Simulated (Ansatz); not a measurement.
Crystal: TiSi2.

```
Ti Si
1.0
     0.00000    4.11752    4.26290
     2.38951    0.00000    4.26290
     2.38951    4.11752    0.00000
Ti Si
2 4
Cartesian
  3.5843 6.1763 6.3943
  2.3895 4.1175 4.2629
  1.1948 3.3975 2.1314
  1.1948 0.7200 2.1314
  2.3895 1.3387 4.2629
  2.3895 6.8963 4.2629
```

The cell is a database's computed one.

Base run:

- Program: Ansatz 0.2.0
- Functional: BLYP
- Potentials or basis: Ansatz PAW
- Cutoff: 420 eV
- Density cutoff: 1680 eV
- k mesh: 7 × 7 × 7
- Occupations: fermi-dirac, width 0.05 eV
- Spin: no spin polarisation

Its results: band gap on the k mesh none (metal or under the smearing width); pressure 8.9 GPa; largest force 0.017 eV/Å.

Q: The run is repeated on the same cell with these changes: functional from BLYP to revPBE. What comes out?

A: Band gap on the k mesh none (metal or under the smearing width); pressure 4.0 GPa; largest force 0.011 eV/Å.

Caveats: the potentials were made for another functional, which shifts forces and pressure; the PAW data sets come from PBE, with cores solved anew for the run's functional, which leaves a small shift of forces and pressure; the density of states is complete only up to the lowest level of the last band computed.

Not every run made on this cell is shown here.
